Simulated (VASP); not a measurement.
# CdS (P3m1) in VASP: a series of runs

The runs below take CdS through single point, with LDA.

Everything below comes from runs of VASP 6.6.1. Logs are shortened: lines on timing, memory, paths and dates and some standing lists are left out, and cuts for length are marked.

### Step 1. The undisturbed crystal

The structure is trigonal, space group P3m1 (No. 156). Conventional cell: a = 4.261 Å, b = 4.261 Å, c = 5.804 Å, α = 90.00°, β = 90.00°, γ = 120.00°. Cd (site symmetry 3m) has 3 S at 2.46 Å as nearest neighbours. S (site symmetry 3m) has 3 Cd at 2.46 Å as nearest neighbours.

Measurements of this composition are mostly on another form, of space group No. 186.

### Step 2. Single point, LDA (grid = ENCUT=400 dk=1.6 cell=3x3x2 ISMEAR=0 SIGMA=0.05 LREAL=Auto EDIFF=1e-06)

Input file INCAR:

```
SYSTEM = CdS
ALGO = Fast
EDIFF = 1E-6
ENCUT = 400
GGA = CA
ISIF = 2
ISMEAR = 0
LASPH = .True.
LCHARG = .False.
LREAL = Auto
LWAVE = .False.
NBANDS = 174
NELM = 120
PREC = Accurate
SIGMA = 0.05
```

Input file KPOINTS:

```
k-points
0
Gamma
  1 1 1
  0 0 0
```

Input file POSCAR:

```
CdS
1.0
   12.7835087631      0.0000000000      0.0000000000
   -6.3917543817     11.0708433384      0.0000000000
    0.0000000000      0.0000000000     11.6083458800
Cd S
18 18
Direct
    0.0000000000      0.0000000000      0.2213459600
    0.0000000000      0.0000000000      0.7213459600
    0.0000000000      0.3333333333      0.2213459600
    0.0000000000      0.3333333333      0.7213459600
    0.0000000000      0.6666666667      0.2213459600
    0.0000000000      0.6666666667      0.7213459600
    0.3333333333      0.0000000000      0.2213459600
    0.3333333333      0.0000000000      0.7213459600
    0.3333333333      0.3333333333      0.2213459600
    0.3333333333      0.3333333333      0.7213459600
    0.3333333333      0.6666666667      0.2213459600
    0.3333333333      0.6666666667      0.7213459600
    0.6666666667      0.0000000000      0.2213459600
    0.6666666667      0.0000000000      0.7213459600
    0.6666666667      0.3333333333      0.2213459600
    0.6666666667      0.3333333333      0.7213459600
    0.6666666667      0.6666666667      0.2213459600
    0.6666666667      0.6666666667      0.7213459600
    0.2222222222      0.1111111111      0.2171540400
    0.2222222222      0.1111111111      0.7171540400
    0.2222222222      0.4444444444      0.2171540400
    0.2222222222      0.4444444444      0.7171540400
    0.2222222222      0.7777777778      0.2171540400
    0.2222222222      0.7777777778      0.7171540400
    0.5555555556      0.1111111111      0.2171540400
    0.5555555556      0.1111111111      0.7171540400
    0.5555555556      0.4444444444      0.2171540400
    0.5555555556      0.4444444444      0.7171540400
    0.5555555556      0.7777777778      0.2171540400
    0.5555555556      0.7777777778      0.7171540400
    0.8888888889      0.1111111111      0.2171540400
    0.8888888889      0.1111111111      0.7171540400
    0.8888888889      0.4444444444      0.2171540400
    0.8888888889      0.4444444444      0.7171540400
    0.8888888889      0.7777777778      0.2171540400
    0.8888888889      0.7777777778      0.7171540400
```

Potentials or basis: VASP PAW LDA potentials, release 64 (Cd, S).

The run is started by

```sh
cat potpaw_LDA.64/Cd/POTCAR potpaw_LDA.64/S/POTCAR > POTCAR
mpirun -np 1 vasp_std > vasp.out
```

OUTCAR:

```text
SYSTEM = CdS
   EDIFF = 1E-6
   ENCUT = 400
   GGA = CA
   ISIF = 2
   ISMEAR = 0
   LASPH = .True.
   LREAL = Auto
   NELM = 120
   PREC = Accurate

 Found      1 irreducible k-points:

 Following reciprocal coordinates:
            Coordinates               Weight
  0.000000  0.000000  0.000000      1.000000
   k-points           NKPTS =      1   k-points in BZ     NKDIM =      1   number of bands    NBANDS=    174
   number of dos      NEDOS =    301   number of ions     NIONS =     36
   total plane-waves  NPLWV = 564480
   dimension x,y,z NGX =    84 NGY =   84 NGZ =   80
   dimension x,y,z NGXF=   168 NGYF=  168 NGZF=  160
   ions per type =              18  18
   NGX,Y,Z   is equivalent  to a cutoff of  10.92, 10.92, 11.46 a.u.
   NGXF,Y,Z  is equivalent  to a cutoff of  21.85, 21.85, 22.91 a.u.
 SYSTEM =  CdS
   PREC   = accura    normal or accurate (medium, high low for compatibility)
   ISTART =      0    job   : 0-new  1-cont  2-samecut
   ICHARG =      2    charge: 1-file 2-atom 10-const
   ISPIN  =      1    spin polarized calculation?
   LNONCOLLINEAR =      F non collinear calculations
   LSORBIT =      F    spin-orbit coupling
   LASPH  =      T    aspherical Exc in radial PAW
   ENCUT  =  400.0 eV  29.40 Ry    5.42 a.u.  20.85 20.85 18.93*2*pi/ulx,y,z
   NELM   =    120;   NELMIN=  2; NELMDL= -5     # of ELM steps
   EDIFF  = 0.1E-05   stopping-criterion for ELM
   LREAL  =      T    real-space projection
   EDIFFG = 0.1E-04   stopping-criterion for IOM
   NSW    =      0    number of steps for IOM
   IBRION =     -1    ionic relax: 0-MD 1-quasi-New 2-CG
   NFREE  =      0    steps in history (QN), initial steepest desc. (CG)
   ISIF   =      2    stress and relaxation
   ISYM   =      2    0-nonsym 1-usesym 2-fastsym
   POTIM  = 0.5000    time-step for ionic-motion
   TEBEG  =    0.0;   TEEND  =   0.0 temperature during run
   PSTRESS=    0.0 pullay stress
   NELECT =     324.0000    total number of electrons
   NUPDOWN=      -1.0000    fix difference up-down
   EMIN   =  10.00;   EMAX   =-10.00  energy-range for DOS
   EFERMI =   0.00;   METHOD = LEGACY
   ISMEAR =     0;   SIGMA  =   0.05  broadening in eV -4-tet -1-fermi 0-gaus
   EFERMI_NEDOS =   21; number of points for ismear=-14 and -15
   IALGO  =     68    algorithm
   IMIX   =      4    mixing-type and parameters
     AMIX     =   0.40;   BMIX     =  1.00
     AMIX_MAG =   1.60;   BMIX_MAG =  1.00
  volume/ion in A,a.u.               =      45.64       307.96
  Fermi-wavevector in a.u.,A,eV,Ry     =   0.952919  1.800756 12.354841  0.908055
  Thomas-Fermi vector in A             =   2.081527
   LORBIT       =      0    0 simple, 1 ext, 2 COOP (PROOUT), +10 PAW based schemes
   GGA     = CA    functional components
   LHFCALC =     F    Hartree Fock is set to
   AEXX    =    0.0000 exact exchange contribution
   IVDW    =     0    specifies the selected vdW correction
   LEPSILON=     F    determine dielectric tensor
   LRPA    =     F    only Hartree local field effects (RPA)
 non-spin polarized calculation
 RMM-DIIS sequential band-by-band and
 Gauss-broadening in eV      SIGMA  =   0.05
  energy-cutoff  :      400.00
  volume of cell :     1642.86
 maximum number of plane-waves:     29857
 NGX is ok and might be reduce to    84
   NGX = 41   NGY = 41   NGZ = 37

 number of electron     324.0000353 magnetization

 Free energy of the ion-electron system (eV)
  ---------------------------------------------------
  ext. energy  EPLUGINS =         0.00000000
  ---------------------------------------------------
  free energy    TOTEN  =      -116.34567076 eV

  energy without entropy =     -116.34567076  energy(sigma->0) =     -116.34567076

 E-fermi :  -2.0253     XC(G=0):  -6.5294

 val. band max:       -2.3049654831   @ k =   0.0000   0.0000   0.0000
 cond. band min:      -1.0720702345   @ k =   0.0000   0.0000   0.0000
 fundamental gap:      1.2328952486
 Fermi energy:        -2.0252961241

 k-point     1 :       0.0000    0.0000    0.0000
  band No.  band energies     occupation
      1     -13.8651      2.00000
      2     -13.8614      2.00000
      3     -13.6033      2.00000
      4     -13.6033      2.00000
      5     -13.6033      2.00000
      6     -13.6033      2.00000
[... 166 lines left out ...]
    173       1.2666      0.00000
    174       1.2666      0.00000

------------------------ aborting loop because EDIFF is reached ----------------------------------------

  FORCE on cell =-STRESS in cart. coord.  units (eV):
  Direction    XX          YY          ZZ          XY          YZ          ZX
  --------------------------------------------------------------------------------------
  -------------------------------------------------------------------------------------
  Total      -34.4660082    -34.4660082     -2.8257960      0.0000000     -0.0000000     -0.0000000
  in kB      -33.6124718    -33.6124718     -2.7558163      0.0000000     -0.0000000     -0.0000000
  external PRESSURE =     -23.3269200 kB  Pullay stress =       0.0000000 kB

 VOLUME and BASIS-vectors are now :
 -----------------------------------------------------------------------------
  energy-cutoff  :      400.00
  volume of cell :     1642.86
      direct lattice vectors                 reciprocal lattice vectors
    12.783508763  0.000000000  0.000000000     0.078225784  0.045163678  0.000000000
    -6.391754382 11.070843338  0.000000000     0.000000000  0.090327355  0.000000000
     0.000000000  0.000000000 11.608345880     0.000000000  0.000000000  0.086144918

 POSITION                                       TOTAL-FORCE (eV/Angst)
 -----------------------------------------------------------------------------------
      0.00000      0.00000      2.56946         0.000000     -0.000000     -0.012311
      0.00000      0.00000      8.37363         0.000000     -0.000000     -0.012311
     -2.13058      3.69028      2.56946         0.000000     -0.000000     -0.012311
     -2.13058      3.69028      8.37363         0.000000     -0.000000     -0.012311
     -4.26117      7.38056      2.56946         0.000000     -0.000000     -0.012311
     -4.26117      7.38056      8.37363         0.000000     -0.000000     -0.012311
[... 28 lines left out ...]
      6.39175      8.61066      2.52080         0.000000     -0.000000      0.012311
      6.39175      8.61066      8.32497        -0.000000      0.000000      0.012311
 -----------------------------------------------------------------------------------
    total drift:                               -0.000019      0.000002      0.053406

  FREE ENERGIE OF THE ION-ELECTRON SYSTEM (eV)
  ---------------------------------------------------
  free  energy   TOTEN  =      -116.3456707627 eV

  energy  without entropy=     -116.3456707627  energy(sigma->0) =     -116.34567076
```

OSZICAR:

```text
N       E                     dE             d eps       ncg     rms          rms(c)
DAV:   1     0.217146551047E+04    0.21715E+04   -0.12437E+05   348   0.128E+03
DAV:   2     0.912095013083E+02   -0.20803E+04   -0.20430E+04   400   0.343E+02
DAV:   3    -0.123664042642E+03   -0.21487E+03   -0.21395E+03   376   0.102E+02
DAV:   4    -0.130584239934E+03   -0.69202E+01   -0.68871E+01   392   0.173E+01
DAV:   5    -0.130789688022E+03   -0.20545E+00   -0.20538E+00   394   0.291E+00    0.322E+01
RMM:   6    -0.116962295913E+03    0.13827E+02   -0.39324E+01   348   0.113E+01    0.270E+01
RMM:   7    -0.116665980974E+03    0.29631E+00   -0.23940E+01   363   0.670E+00    0.892E+00
RMM:   8    -0.116344648977E+03    0.32133E+00   -0.17009E+00   368   0.261E+00    0.558E+00
RMM:   9    -0.116401398098E+03   -0.56749E-01   -0.14379E+00   375   0.229E+00    0.256E+00
RMM:  10    -0.116336240973E+03    0.65157E-01   -0.30330E-01   370   0.126E+00    0.830E-01
RMM:  11    -0.116354256584E+03   -0.18016E-01   -0.15016E-01   378   0.535E-01    0.746E-01
RMM:  12    -0.116345111845E+03    0.91447E-02   -0.48676E-02   375   0.334E-01    0.255E-01
RMM:  13    -0.116345555932E+03   -0.44409E-03   -0.44323E-03   375   0.126E-01    0.128E-01
RMM:  14    -0.116345659464E+03   -0.10353E-03   -0.10452E-03   390   0.541E-02    0.756E-02
RMM:  15    -0.116345692070E+03   -0.32605E-04   -0.23927E-04   391   0.272E-02    0.544E-02
RMM:  16    -0.116345671917E+03    0.20153E-04   -0.59323E-05   366   0.132E-02    0.187E-02
RMM:  17    -0.116345670961E+03    0.95592E-06   -0.26457E-05   319   0.739E-03    0.194E-02
RMM:  18    -0.116345670763E+03    0.19799E-06   -0.56305E-06   288   0.364E-03
   1 F= -.11634567E+03 E0= -.11634567E+03  d E =-.295121E-14
```

stdout:

```text
POSCAR found type information on POSCAR CdS
 POSCAR found :  2 types and      36 ions
 scaLAPACK will be used
 LDA part: xc-table for (Slater(with rela. corr.)+CA(PZ))
 , standard interpolation
 POSCAR, INCAR and KPOINTS ok, starting setup
 FFT: planning ... GRIDC
 FFT: planning ... GRID_SOFT
 FFT: planning ... GRID
 WAVECAR not read
 entering main loop
```

Run time: 4.6 min. Hardware: 1 thread of Intel Xeon Platinum 8375C at 2.90GHz (Ice Lake), shared host; peak memory 0.79 GiB.

The run converged, but some of its settings lie outside the range that counts as converged, so its numbers aren't taken as properties of the crystal.

Results:

* Free energy: -116.3457 eV
* Pressure: -2.3 GPa
* Largest force: 0.012 eV/Å
* Band gap on the k mesh: 1.23 eV

Caveat: the k mesh is coarse (spacing up to 0.57 Å⁻¹), so the values aren't converged; an odd mesh through Γ misses points on the zone boundary, where band edges often lie.

### Step 3. Single point, LDA (grid = ENCUT=400 dk=0.6 cell=3x3x2 ISMEAR=0 SIGMA=0.05 LREAL=Auto EDIFF=1e-06)

INCAR is that of step 2.

KPOINTS is that of step 2.

POSCAR is that of step 2.

Potentials or basis: VASP PAW LDA potentials, release 64 (Cd, S).

The run is started by

```sh
cat potpaw_LDA.64/Cd/POTCAR potpaw_LDA.64/S/POTCAR > POTCAR
mpirun -np 1 vasp_std > vasp.out
```

It took 4.7 min on 1 thread of Intel Xeon Platinum 8375C at 2.90GHz (Ice Lake), shared host; peak memory 0.8 GiB.

The run converged, but some of its settings lie outside the range that counts as converged, so its numbers aren't taken as properties of the crystal.

Results:

- Free energy: -116.3457 eV
- Pressure: -2.3 GPa
- Largest force: 0.012 eV/Å
- Band gap on the k mesh: 1.23 eV

Caveat: the k mesh is coarse (spacing up to 0.57 Å⁻¹), so the values aren't converged; an odd mesh through Γ misses points on the zone boundary, where band edges often lie.

### Step 4. Single point, LDA (grid = ENCUT=340 dk=0.45 cell=3x3x2 ISMEAR=0 SIGMA=0.05 LREAL=Auto EDIFF=1e-06)

INCAR: that of step 3 with these lines changed.

```diff
@@ -3,3 +3,3 @@
 EDIFF = 1E-6
-ENCUT = 400
+ENCUT = 340
 GGA = CA
```

Input file KPOINTS:

```
k-points
0
Gamma
  2 2 2
  0 0 0
```

POSCAR is that of step 3.

The run is started by

```sh
cat potpaw_LDA.64/Cd/POTCAR potpaw_LDA.64/S/POTCAR > POTCAR
mpirun -np 1 vasp_std > vasp.out
```

Wall time 12 min (1 thread of Intel Xeon Platinum 8375C at 2.90GHz (Ice Lake), shared host); peak memory 0.84 GiB.

The run converged, but some of its settings lie outside the range that counts as converged, so its numbers aren't taken as properties of the crystal.

Results:

```
Free energy            : -118.6925 eV
Pressure               : -2.4 GPa
Largest force          : 0.023 eV/Å
Band gap on the k mesh : 1.27 eV
```

Caveat: the cutoff is under 1.25 times the usual one of these potentials, so pressure, stress and relaxed cells hold a basis-set (Pulay) error.
